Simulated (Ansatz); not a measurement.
# O under compression and expansion

```xyz
2
Lattice="0.0000 2.1075 3.3449 1.4784 0.0000 3.3449 1.4784 2.1075 0.0000" Properties=species:S:1:pos:R:3 pbc="T T T"
O     1.4784    2.1075    0.5827
O     1.4784    2.1075    6.1070
```

The cell comes from COD entry 2106877, which wasn't checked; take it as a given geometry.

Solid oxygen carries moments on its molecules; these runs leave spin out.

Methods: DFT, PBE, all-electron LAPW, scalar-relativistic (Ansatz 0.2.0); DFT, PBE, PAW with Ansatz's default frozen-core files, scalar-relativistic (Ansatz 0.2.0).

For LAPW: a Γ-centred 12×12×12 k mesh, Fermi–Dirac smearing of 0.01 eV, basis error target 0.25 meV/atom, no spin polarisation. PAW takes a cutoff of 420 eV at this cell. The Ansatz runs share mesh, smearing and spin set-up. Plane-wave (PAW) pressures include the program's estimate of the Pulay term.

The cell above is scaled evenly, with fractional coordinates and shape held.

| V/V(cell) | V (Å³/atom) | P, LAPW (GPa) | P, PAW (GPa) | free energy over the lowest listed, PAW (meV/atom) |
| --- | --- | --- | --- | --- |
| 0.9600 | 10.005 | ? | ? | ? |
| 0.9800 | 10.213 | 16.19 | 16.00 | 44.9 |
| 1.0000 | 10.422 | 12.99 | 12.86 | 26.1 |
| 1.0200 | 10.630 | 10.09 | 10.00 | 11.3 |
| 1.0400 | 10.838 | 7.46 | 7.41 | 0.0 |

Fill in the row V/V(cell) = 0.9600.

P, LAPW (GPa) = 19.72, P, PAW (GPa) = 19.47, free energy over the lowest listed, PAW (meV/atom) = 68.0.
